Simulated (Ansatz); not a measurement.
## BN: pressure against volume

BN, P6_3mc, a = 2.555 Å, c = 4.225 Å. This isn't the usual stable structure of the compound. Ansatz: PBE, PAW, 420 eV, Γ-centred 12×12×6 mesh on 4 atoms, Gaussian smearing 0.02 eV; no spin polarisation. Shape and atoms are relaxed at each volume; pressure is positive in compression.

```
V (Å³/atom) P (GPa)
      5.253    59.96
      5.432    41.62
      5.611        ?
      5.790    11.95
      5.969    -0.01
      6.148   -10.40
      6.327   -19.42
      6.566   -29.63
```

Take V0 = 5.969 Å³/atom, count pressures from its P0 = -0.01 GPa, fit the third-order Birch–Murnaghan form to the other rows, and predict the missing pressure.

With the Eulerian strain f = ½[(V0/V)^(2/3) − 1] and y = (P − P0)/[3f(1 + 2f)^(5/2)], the form is the line y = B0 + 1.5 B0 (B0′ − 4) f. Rows (f, y): 0.04446, 363.4; 0.03243, 365.7; 0.01025, 369.7; -0.00975, 373.1; -0.01904, 374.4; -0.03079, 375.9. Means f = 0.004593, y = 370.37; Σ(Δf)² = 0.004412, ΣΔfΔy = -0.7417; the slope is their ratio. y = 371.1 − 168.1 f GPa, so B0 = 371.1 GPa and B0′ = 4 + 2 × (-168.1)/(3 × 371.1) = 3.70. At V = 5.611, f = 0.02105, y = 367.56 and P = 25.72 GPa. The run gave 25.72 GPa, the same to the digits shown.